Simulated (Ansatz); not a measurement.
# C: the cost of one run

Program: Ansatz 0.2.0. Level of theory: DFT PBE+D3(BJ), scalar-relativistic, plane waves, PAW. These are calculated values, not measurements.

7 further runs of the same task are left out: 3 for a broken database entry, 4 set aside as unsound or not needed.

### 1 The starting structure

It takes space group R-3m (No. 166, trigonal). The conventional cell has a = 2.465 Å, b = 2.465 Å, c = 20.804 Å, α = 90.00°, β = 90.00°, γ = 120.00°. C (site symmetry 3m) has 3 C at 1.42 Å as nearest neighbours.

Structure file:

```cif
data_structure
_symmetry_space_group_name_H-M 'P 1'
_symmetry_Int_Tables_number 1
_cell_length_a 7.0792
_cell_length_b 7.0792
_cell_length_c 7.0792
_cell_angle_alpha 20.052
_cell_angle_beta 20.052
_cell_angle_gamma 20.052
_cell_volume 36.49
loop_
_atom_site_label
_atom_site_type_symbol
_atom_site_fract_x
_atom_site_fract_y
_atom_site_fract_z
_atom_site_occupancy
C1 C 0.08115 0.08115 0.08115 1
C2 C 0.91885 0.91885 0.91885 1
C3 C 0.25216 0.25216 0.25216 1
C4 C 0.74784 0.74784 0.74784 1
```

It is the result of an earlier relaxation at this level (volume 9.12 Å³/atom; gap on the mesh: 0.25 eV).

### 2 The reference cell

The reference gives a free energy of -1004.3232 eV, pressure -0.02 GPa, largest force 0.000 eV/Å and gap on the mesh 0.25 eV. It was computed beforehand with the settings of the runs below.

### 3 The scan: an energy map of one atom

Atom 1 (C) is moved by p along (1.000, 0.000, 0.000) and q along (0.000, 1.000, 0.000) (Å), all else fixed; its images in the other cells move with it. Points alike by symmetry are run once.

### 4 p = -0.450, q = -0.450

Input file input.yaml:

```yaml
crystal:
  lattice:
    - [1.2324394249, 0.7115492337, 6.934659454]
    - [-1.2324394249, 0.7115492337, 6.934659454]
    - [0.0, -1.4230984675, 6.934659454]
  atoms:
    - { symbol: C, position: [-0.2068162116, 0.1583132957, 0.291959971] }
    - { symbol: C, position: [0.9188476483, 0.9188476483, 0.9188476483] }
    - { symbol: C, position: [0.2521616043, 0.2521616043, 0.2521616043] }
    - { symbol: C, position: [0.7478383957, 0.7478383957, 0.7478383957] }
basis:
  ecutwfc: 420
kpoints:
  mp_grid: { grid: [18, 18, 18] }
hamiltonian:
  xc: pbe
  dispersion: d3bj
scf:
  occupations: { method: gaussian, width: 0.03 }
output:
  forces: true
  stress: true
  eigenvalues: true
```

Run with:

```console
> ansatz run input.yaml --threads 2 --pin off --max-ram 5120MiB --backend cpu --events-out ev --progress --plain --runs-dir out
```

What time and memory should one allow on 2 threads of Intel Xeon at 2.70GHz, shared host?

About 54 s, with a peak of 1.7 GiB.
